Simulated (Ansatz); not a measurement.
The cell is COD entry 1010453, as deposited and not checked against the literature; nothing was relaxed. It is an old determination, and later ones may differ. The listed cell was then made from it by scaling, straining or moving an atom.

An input for TiSi2: DFT, PBE, all-electron LAPW, scalar-relativistic (Ansatz 0.2.0).

Command: `ansatz run input.yaml --threads 2 --pin off --max-ram 6144MiB --backend cpu --events-out ev --progress --plain --runs-dir out` The run took 26 s on 2 threads of Intel(R) Xeon(R) 6975P-C (Granite Rapids), on a shared host, peak memory 0.95 GiB.

```yaml
crystal:
  lattice:
    - [0.0, 4.0339355957, 4.1745062023]
    - [2.3377822484, 0.0, 4.1745062023]
    - [2.3377822484, 4.0339355957, 0.0]
  atoms:
    - { symbol: Ti, position: [0.75, 0.75, 0.75] }
    - { symbol: Ti, position: [0.5, 0.5, 0.5] }
    - { symbol: Si, position: [0.083, 0.417, 0.083] }
    - { symbol: Si, position: [0.417, 0.083, 0.417] }
    - { symbol: Si, position: [0.167, 0.833, 0.167] }
    - { symbol: Si, position: [0.833, 0.167, 0.833] }
kpoints:
  mp_grid: { grid: [8, 8, 8] }
  band_path:
    path:
      - [0.0, 0.0, 0.0]
      - [0.5, 0.0, 0.5]
      - [1.0, 0.5, 0.5]
      - [0.5, 0.5, 0.0]
      - [0.0, 0.0, 0.0]
      - [0.0, 0.4123673781, 0.4123673781]
      - [1.0, 0.5876326219, 0.5876326219]
      - [1.0, 0.5, 0.5]
      - [0.5, 0.0, 0.5]
    npoints: 5
scf:
  occupations: { method: fermi_dirac, width: 0.08 }
hamiltonian:
  xc: pbe
  pseudopotentials: { kind: all_electron, lapw: { basis_error: 0.0005 } }
output:
  forces: true
  stress: true
  eigenvalues: true
```

Set-up and iterations as logged by Ansatz (the results part is left out, to be predicted):

```
LAPW: plane waves up to 8.487 Å⁻¹, error target 5.0e-4 eV per atom; small_component_spin mean_spin; Si in spheres of 1.128 Å, 12 of its electrons in bands, Dirac shells []; Ti in spheres of 1.356 Å, 12 of its electrons in bands, Dirac shells []
Engine: ansatz 0.2.0
Pseudopotentials: kind: all_electron
Pseudopotential: Ti, LAPW, valence charge 12, Koelling and Harmon's equation, gaussian nucleus
Pseudopotential: Si, LAPW, valence charge 12, Koelling and Harmon's equation, gaussian nucleus
Functional definition: PBE
  parameter kappa = 0.804
  parameter beta = 0.06672455060314922
  exchange = pbe_x(kappa = kappa, mu = beta*pi^2/3)
  correlation = pbe_c(beta = beta)
Crystal: 6 atoms, lattice volume = 78.735 Å³
Basis set: ecut = 274.44796325193624 eV, 815 PW (Γ), FFT grids on a1−a2, a2, a3, exchange–correlation at level 2
Bands: 44, of which v1, the nominal top of the filled ones, is band 36 counted from 1 (35 counted from 0)
Symmetry: 8 space group operations
Space group: Fddd (ITA 70), of the structure as read, at distance tolerance 4.3e-5 Å
k-points: 95 of 512
Non-local potential: Ti, projectors of the file, none
Non-local potential: Si, projectors of the file, none
Initial density: superposition of atomic densities (chi_scale 0.1, normalization cell, long waves kept (reshape's long-wave potential 0.00 eV rms))
Initial wavefunctions: plane waves of lowest kinetic energy (no species holds an atomic orbital)
Functional: x = pbe(κ = 0.804, μ = 0.2195149727645171), c = pbe(β = 0.06672455060314922)
iter 1 solved again at ethr=1.14e-3 eV; its pass at ethr=1.00e-1 eV (dr2=8.21e-1 eV) is discarded
SCF iter   1: F=—  HF=-78039.315411 eV  |F-HF|=—  |Δ(HF+E_count)|=         —  Δρ=2.92e-2  dr2=8.22e-1  ethr=1.14e-3  ⟨swp⟩=2.0  Hψ=28516  notcnv=0
SCF iter   2: F=—  HF=-78039.047581 eV  |F-HF|=—  |Δ(HF+E_count)|=   2.68e-1  Δρ=2.09e-2  dr2=6.41e-1  ethr=1.14e-3  ⟨swp⟩=2.1  Hψ=12450  notcnv=0
SCF iter   3: F=—  HF=-78038.925541 eV  |F-HF|=—  |Δ(HF+E_count)|=   1.22e-1  Δρ=1.01e-2  dr2=6.55e-2  ethr=8.90e-4  ⟨swp⟩=2.2  Hψ=12465  notcnv=0
SCF iter   4: F=—  HF=-78038.863339 eV  |F-HF|=—  |Δ(HF+E_count)|=   6.22e-2  Δρ=3.74e-3  dr2=1.46e-2  ethr=9.09e-5  ⟨swp⟩=2.7  Hψ=12431  notcnv=0
iter 5 solved again at ethr=1.60e-7 eV; its pass at ethr=2.03e-5 eV (dr2=1.15e-4 eV) is discarded
SCF iter   5: F=—  HF=-78038.859639 eV  |F-HF|=—  |Δ(HF+E_count)|=         —  Δρ=4.36e-4  dr2=1.15e-4  ethr=1.60e-7  ⟨swp⟩=3.0  Hψ=20944  notcnv=0
the basis was enlarged: its passes take 852.5 KiB over the memory plan, 2 of 2 planned eigensolver slots
SCF iter   6: F=—  HF=-78038.859547 eV  |F-HF|=—  |Δ(HF+E_count)|=   9.19e-5  Δρ=2.01e-4  dr2=3.88e-5  ethr=1.59e-7  ⟨swp⟩=2.0  Hψ=11742  notcnv=0
SCF iter   7: F=—  HF=-78038.859541 eV  |F-HF|=—  |Δ(HF+E_count)|=   6.63e-6  Δρ=3.94e-5  dr2=9.34e-7  ethr=5.38e-8  ⟨swp⟩=2.2  Hψ=11763  notcnv=0
SCF iter   8: F=-78038.859541 eV  HF=-78038.859541 eV  |F-HF|=6.03e-8  |Δ(HF+E_count)|=   1.52e-7  Δρ=8.65e-6  dr2=5.39e-8  ethr=1.30e-9  ⟨swp⟩=2.4  Hψ=11792  notcnv=0
```

Q: What pressure will this run report?

A: 13.10 GPa (positive in compression).

Q: How large will the largest force be?

A: 0.220 eV/Å.

Q: Is there a band gap?

A: none: bands cross the Fermi level, a metal.
